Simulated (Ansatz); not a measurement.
# Ag8I7: the cost of one run

Method: DFT PBE+D3(BJ), scalar-relativistic, plane waves, PAW, in Ansatz 0.2.0.

2 further runs of the same task are left out: 2 set aside as unsound or not needed.

## (1) The system as given

It takes space group I4mm (No. 107, tetragonal). The conventional cell has a = 8.785 Å, b = 8.785 Å, c = 12.475 Å, α = 90.00°, β = 90.00°, γ = 90.00°. Ag (site symmetry m) has 4 I at 2.89 Å and 4 Ag at 3.11 Å as nearest neighbours. Ag (site symmetry m) is surrounded by 3 I at 2.89 Å and 4 Ag at 3.11 Å. Around I (site symmetry 2mm) lie 4 Ag at 2.89 Å. Around I (site symmetry 4mm) lie 4 Ag at 2.89 Å. I (site symmetry m) has 4 Ag at 2.89 Å as nearest neighbours.

The input asks for a charge of +1 e on the cell.

Coordinates:

```
Ag I
1.0
     0.00000    8.78527    0.00000
    -8.78527    0.00000    0.00000
     4.39264   -4.39264    6.23765
Ag I
8 7
Direct
  0.00000 0.50000 0.00000
  0.50000 0.50000 0.00000
  0.00000 0.00000 0.00000
  0.50000 0.00000 0.00000
  0.25000 0.25000 0.00000
  0.75000 0.25000 0.00000
  0.25000 0.75000 0.00000
  0.75000 0.75000 0.00000
  0.09991 0.84991 0.69982
  0.59991 0.34991 0.69982
  0.09991 0.34991 0.69982
  0.15009 0.40009 0.30018
  0.65009 0.40009 0.30018
  0.15009 0.90009 0.30018
  0.65009 0.90009 0.30018
```

It goes back to an entry of the Materials Project, which need not be the stable form.

It is built from the cell relaxed beforehand with the same method (30.09 Å³/atom).

## (2) Setting up the jump

The supercell lacks one I atom, at fractional position (0.600, 0.850, 0.700), and holds 15 atoms and a charge of +1 e on a uniform background. Atom 12 (I), 3.98 Å away, is to jump into the empty site. The cell is fixed.

## (3) Relaxing around the vacancy

File input.yaml:

```yaml
crystal:
  lattice:
    - [0.0, 8.7852722096, 0.0]
    - [-8.7852722096, 0.0, 0.0]
    - [4.3926361048, -4.3926361048, 6.2376515721]
  atoms:
    - { symbol: Ag, position: [0.0, 0.5, 0.0] }
    - { symbol: Ag, position: [0.5, 0.5, 0.0] }
    - { symbol: Ag, position: [0.0, 0.0, 0.0] }
    - { symbol: Ag, position: [0.5, 0.0, 0.0] }
    - { symbol: Ag, position: [0.25, 0.25, 0.0] }
    - { symbol: Ag, position: [0.75, 0.25, 0.0] }
    - { symbol: Ag, position: [0.25, 0.75, 0.0] }
    - { symbol: Ag, position: [0.75, 0.75, 0.0] }
    - { symbol: I, position: [0.0999102419, 0.8499102419, 0.6998204838] }
    - { symbol: I, position: [0.5999102419, 0.3499102419, 0.6998204838] }
    - { symbol: I, position: [0.0999102419, 0.3499102419, 0.6998204838] }
    - { symbol: I, position: [0.1500897581, 0.4000897581, 0.3001795162] }
    - { symbol: I, position: [0.6500897581, 0.4000897581, 0.3001795162] }
    - { symbol: I, position: [0.1500897581, 0.9000897581, 0.3001795162] }
    - { symbol: I, position: [0.6500897581, 0.9000897581, 0.3001795162] }
total_charge: 1
basis:
  ecutwfc: 420
kpoints:
  mp_grid: { grid: [4, 4, 4] }
hamiltonian:
  xc: pbe
  dispersion: d3bj
scf:
  occupations: { method: gaussian, width: 0.05 }
output:
  forces: true
  stress: true
  eigenvalues: true
  write_density: true
  write_potential: true
  elf: true
  volumetric_format: npy
relax:
  adjacent_minimum: "off"
  f_tol: 0.02
  max_steps: 50
```

On the command line:

```
$ ansatz run input.yaml --threads 4 --pin off --max-ram 9216MiB --backend cpu --events-out ev --progress --plain --runs-dir out
```

What time and memory should one allow on 4 threads of Arm Neoverse V1, shared host?

About 5.5 min, with a peak of 2.1 GiB.
